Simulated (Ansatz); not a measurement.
W:

```
CELL_PARAMETERS angstrom
0.00000 2.03000 2.03000
2.03000 0.00000 2.03000
2.03000 2.03000 0.00000
ATOMIC_POSITIONS crystal
W 0.00000 0.00000 0.00000
```

This isn't the form of W at room conditions, which is bcc.

| Property | Result |
| --- | --- |
| Program | Ansatz 0.2.0 |
| Task | relaxation of cell and atoms |
| Functional | r2SCAN |
| Potentials or basis | Ansatz PAW |
| Cutoff | 500 eV (not typed: the program's choice for these potentials) |
| k mesh | 11 × 11 × 11 |
| Occupations | fermi-dirac, width 0.05 eV |
| Spin | no spin polarisation |

At the start: volume 16.73 Å³/atom.

Where does the relaxation end?

It ends after 5 steps and the volume is 16.18 Å³/atom (-3.3 %); space group Fm-3m (No. 225, to 0.05 Å).

The path:
| step | energy change (eV) | largest force (eV/Å) | volume (Å³) |
| --- | --- | --- | --- |
| 1 | 0.0000 | 0.0000 | 16.73 |
| 2 | -0.0162 | 0.0000 | 16.28 |
| 3 | -0.0168 | 0.0000 | 16.18 |
| 4 | -0.0168 | 0.0000 | 16.18 |
| 5 | -0.0165 | 0.0000 | 16.18 |

Final structure:
```xyz
1
Lattice="0.0000 2.0077 2.0077 2.0077 0.0000 2.0077 2.0077 2.0077 0.0000" Properties=species:S:1:pos:R:3 pbc="T T T"
W     0.0000    0.0000    0.0000
```

Caveat: the plane-wave basis is chosen anew once the cell has moved, so the energies of steps on either side of that aren't comparable; the PAW data sets come from PBE, with cores solved anew for the run's functional, which leaves a small shift of forces and pressure.
